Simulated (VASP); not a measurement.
A VASP 6.6.1 single-point calculation on PbO

INCAR

```
SIGMA = 0.02
LREAL = Auto
NELM = 72
NBANDS = 17
ENCUT = 520
ISIF = 2
LCHARG = .FALSE.
ISMEAR = -1
LASPH = .TRUE.
EDIFF = 1E-7
LWAVE = .FALSE.
BMIX = 0.5
PREC = Accurate
NSW = 0
IBRION = -1
GGA = PE
```

KPOINTS

```
KPOINTS created by Atomic Simulation Environment
0
Gamma
8 8 8
0 0 0
```

POSCAR

```
Pb O
 1.0000000000000000
     0.0173767833000000    2.6238942799000000    2.6238942799000000
     2.6238942799000000    0.0173767833000000    2.6238942799000000
     2.6238942799000000    2.6238942799000000    0.0173767833000000
 Pb  O
   1   1
Cartesian
  0.0000000000000000  0.0000000000000000  0.0000000000000000
  2.6325826715499998  2.6325826715499998  2.6325826715499998
```

The recommended PBE PAW datasets give the neutral cell 20 valence electrons.

Command

```
mpirun -np 1 vasp_std
```

**Question.** Predict the outcome of this run.

**Answer.** It converged. Results: gap between bands v and c on the k mesh 0.47 eV; least direct gap on the k mesh 0.49 eV; pressure 1.7 GPa. Band v is the last that the valence electrons fill when counted band by band, and c is the next.

OSZICAR

```
N       E                     dE             d eps       ncg     rms          rms(c)
DAV:   1     0.167078094985E+03    0.16708E+03   -0.10260E+04  2266   0.139E+03
DAV:   2     0.324240790942E+00   -0.16675E+03   -0.15833E+03  2301   0.352E+02
DAV:   3    -0.123504908355E+02   -0.12675E+02   -0.12588E+02  2702   0.103E+02
DAV:   4    -0.126006710165E+02   -0.25018E+00   -0.25001E+00  2861   0.148E+01
DAV:   5    -0.126079279904E+02   -0.72570E-02   -0.72560E-02  3045   0.253E+00    0.866E+00
DAV:   6    -0.110393845421E+02    0.15685E+01   -0.19692E+01  3083   0.313E+01    0.678E+00
DAV:   7    -0.103893472753E+02    0.65004E+00   -0.43035E+00  2891   0.157E+01    0.144E+00
DAV:   8    -0.104871054322E+02   -0.97758E-01   -0.75320E-01  2493   0.834E+00    0.216E+00
DAV:   9    -0.103827089358E+02    0.10440E+00   -0.23016E-01  2514   0.561E+00    0.221E-01
DAV:  10    -0.103833178341E+02   -0.60890E-03   -0.11896E-02  2515   0.838E-01    0.677E-02
DAV:  11    -0.103833396217E+02   -0.21788E-04   -0.27756E-04  3189   0.166E-01    0.338E-02
DAV:  12    -0.103833247021E+02    0.14920E-04   -0.46933E-05  2985   0.649E-02    0.801E-03
DAV:  13    -0.103833259028E+02   -0.12008E-05   -0.58784E-06  2838   0.172E-02    0.500E-03
DAV:  14    -0.103833255496E+02    0.35325E-06   -0.20545E-06  2813   0.978E-03    0.574E-04
DAV:  15    -0.103833255169E+02    0.32698E-07   -0.12620E-07  1488   0.400E-03
   1 F= -.10383326E+02 E0= -.10383325E+02  d E =-.338252E-07
```

For comparison, a separate PBE run of the intended cell, on usual settings and not on those above, gives a gap of 0.47 eV on its mesh and a pressure of 1.7 GPa.
